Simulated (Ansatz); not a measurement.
## KCl (Sylvite) in Ansatz: convergence with n extra bands

Input of the first run (n extra bands 1); the others differ in this setting and in those tied to it:

File input.yaml:

```yaml
crystal:
  lattice:
    - [0.0, 3.14647, 3.14647]
    - [3.14647, 0.0, 3.14647]
    - [3.14647, 3.14647, 0.0]
  atoms:
    - { symbol: K, position: [0.0, 0.0, 0.0] }
    - { symbol: Cl, position: [0.5, 0.5, 0.5] }
kpoints:
  mp_grid: { grid: [7, 7, 7] }
scf:
  occupations: { method: fermi_dirac, width: 0.05 }
  n_extra_bands: 1
hamiltonian:
  xc: pbe
  pseudopotentials: { kind: all_electron, lapw: { basis_error: 0.001 } }
output:
  forces: true
  stress: true
  eigenvalues: true
```

Potentials or basis: all-electron LAPW, scalar-relativistic.

The run is started by

```bash
$ ansatz run input.yaml --threads 1 --pin off --max-ram 3072MiB --backend cpu --events-out ev --progress --plain --runs-dir out
```

Hardware: 1 thread of Arm Neoverse V1, with other jobs on the host.

| n extra bands | energy less the tightest run, at zero smearing (meV/atom) | SCF cycles | CPU time (s) | peak memory (GiB) |
| --- | --- | --- | --- | --- |
| 1 | 0.01 | 7 | 2.9 | 0.23 |
| 2 | 0.01 | 7 | 3 | 0.23 |
| 4 | 0.01 | 7 | 3.1 | 0.23 |
| 8 | 0.01 | 7 | 3.5 | 0.23 |
| 16 | 0.00 | 6 | 4 | 0.24 |
| 32 | 0.00 | 6 | 6 | 0.25 |

Against the tightest run, the energy stays within 1 meV/atom from 1 on. The tightest run that finished is the yardstick and may itself not be fully converged.

Caveat, for the tightest run too: an odd mesh through Γ misses points on the zone boundary, where band edges often lie.
